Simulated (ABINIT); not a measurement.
The system is Nb.

```
Nb
1.0
    -1.66395    1.66395    1.66395
     1.66395   -1.66395    1.66395
     1.66395    1.66395   -1.66395
Nb
1
Cartesian
  0.0000 0.0000 0.0000
```

- Program: ABINIT 10.8.3 (patched build)
- Task: relaxation of cell and atoms
- Functional: AM05
- Potentials or basis: JTH PAW PBE v2.0
- Cutoff: 435 eV
- k mesh: 8 × 8 × 8
- Occupations: fermi-dirac, width 0.05 eV
- Spin: no spin polarisation

At the start: pressure -8.5 GPa; volume 18.43 Å³/atom.

**Question.** Where does the relaxation end?

**Answer.** Over 5 steps the energy falls by 24.8 meV/atom and the volume is 17.54 Å³/atom (-4.8 %); space group Im-3m (No. 229, to 0.05 Å).

The path:
```
step  energy change (eV)  largest force (eV/Å)  pressure (GPa)  volume (Å³)
   1              0.0000                0.0000           -8.54        18.43
   2             -0.0192                0.0000           -4.23        17.95
   3             -0.0247                0.0000            0.26        17.51
   4             -0.0248                0.0000           -0.01        17.54
   5             -0.0248                0.0000            0.00        17.54
```

Final structure:
```xyz
1
Lattice="-1.6367 1.6367 1.6367 1.6367 -1.6367 1.6367 1.6367 1.6367 -1.6367" Properties=species:S:1:pos:R:3 pbc="T T T"
Nb    0.0000    0.0000    0.0000
```

Caveat: the PAW data sets were made with another functional, which shifts forces and pressure a little.
